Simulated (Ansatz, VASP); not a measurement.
# Two plane-wave programs on Os

```
Os
1.0
     2.68952    0.00000    0.00000
    -1.34476    2.32920    0.00000
     0.00000    0.00000    4.34535
Os
2
Direct
  0.33333 0.66667 0.25000
  0.66667 0.33333 0.75000
```

Alike in both runs: functional PBEsol; k mesh 15 × 15 × 8; occupations gaussian, width 0.1 eV; no spin polarisation.

Ansatz relaxed the structure, and its values are those at the end. VASP's run is a single point on that final structure, the one shown.

|  | VASP | Ansatz |
| --- | --- | --- |
| version | VASP 6.6.1 | Ansatz 0.2.0 |
| potentials or method | VASP PAW PBE potentials, release 64 (Os) | scalar-relativistic, plane waves, PAW |
| plane-wave cutoff (eV) | 520 | 420 |
| valence electrons in the cell | 16 | 32 |

Ansatz gave:

| Item | Value |
| --- | --- |
| gap on the k mesh at the Fermi level (eV) | none |
| pressure (GPa) | 9.1 |

Question: Which values does VASP return?

Answer: gap on the k mesh at the Fermi level (eV): none; pressure (GPa): 9.8.

A gap of «none» marks a metal or a gap that the smearing closes. The functional is the same, so the differences come from potentials, cutoffs and numerics. The two sets of potentials don't hold the same shells in valence.

Caveats: the PAW data sets were made with another functional, which shifts forces and pressure a little (VASP). Spin-orbit coupling is left out, which matters for the levels of Os.
